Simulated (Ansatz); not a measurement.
A run of Ansatz 0.2.0:

Contents of input.yaml:

```yaml
crystal:
  lattice:
    - [0.0, 2.4680255249, 2.4680255249]
    - [2.4680255249, 0.0, 2.4680255249]
    - [4.9360510498, 4.9360510498, 0.0]
  atoms:
    - { symbol: Tm, position: [0.0, 0.0, 0.0], spin: 2.0 }
    - { symbol: Tm, position: [0.0, 0.0, 0.5], spin: -2.0 }
kpoints:
  mp_grid: { grid: [9, 9, 9] }
scf:
  occupations: { method: fermi_dirac, width: 0.05 }
hamiltonian:
  xc: lda
  pseudopotentials: { kind: all_electron, lapw: { basis_error: 0.001 } }
  hubbard:
    sites: [{ species: Tm, l: f, u_eff: 3 }]
    double_counting: fll
    projectors: ortho-atomic
magnetization:
  spin_polarized: true
output:
  forces: true
  stress: true
  hubbard: {}
relax:
  f_tol: 0.01
  max_steps: 60
  cell: {}
```

Potentials or basis: all-electron LAPW, scalar-relativistic.

Run with:

```console
$ ansatz run input.yaml --threads 2 --pin off --max-ram 6144MiB --backend cpu --events-out ev --progress --plain --runs-dir out
```

Hardware: 2 threads of Intel(R) Xeon(R) 6975P-C (Granite Rapids) (shared host).

Problem. How long does it take, and how much memory?

Solution. Run time: 8.9 min on 2 threads of Intel(R) Xeon(R) 6975P-C (Granite Rapids), with other jobs on the host, peak memory 2 GiB. Counts: scf iterations 130, plane waves 337, k points 125, bands 42, ion steps 10.
